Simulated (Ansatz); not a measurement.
# SrTiO₃: strain energy, fitted

SrTiO₃, Pm-3m, a = 3.918 Å. The structure is a Materials Project entry; whether it is the stable form wasn't checked. Ansatz: r2SCAN+U, PAW, 500 eV, Γ-centred 6×6×6 mesh on 5 atoms, Gaussian smearing 0.02 eV; U_eff Ti 4.00 eV; no spin polarisation. Series: strain along c alone, the other axes held, atoms fixed by symmetry; x is the strain in per cent. y is the free energy over the unstrained cell, V0 = 12.026 Å³/atom.

| x (%) | y (meV/atom) |
| --- | --- |
| -4.5 | ? |
| -3.0 | 13.12 |
| -1.5 | 3.13 |
| 0.0 | 0.00 |
| 1.5 | 2.74 |
| 3.0 | 10.47 |
| 4.5 | 22.46 |

Question: Fit y = c2 x² + c3 x³ to the other rows, turn c2 into a modulus, and predict the missing energy.

Answer: Least squares on the rows shown. y = 1.3156 x² − 0.046384 x³. In eV per unit strain² c2 is 13.16; this is C33 with relaxed ions (E = ½ C33 V0 ε²): 2 × 13.16 × 160.2 / (12.026) = 351 GPa. At x = -4.5 the fit asked for gives 30.87 meV/atom. The run gave 31.09 meV/atom, so the fit is 0.22 meV/atom too low, 0.71 % of the span of the series, against an rms of 0.06 meV/atom on the fitted rows. The row lies outside the fitted range. With a term in x⁴ added, a fit to the same known rows predicts 31.41 meV/atom, which misses by about as much or more on the other side: the known rows don't fix the higher terms.

Symmetry holds off the tilts and polar distortions that many cubic perovskites undergo.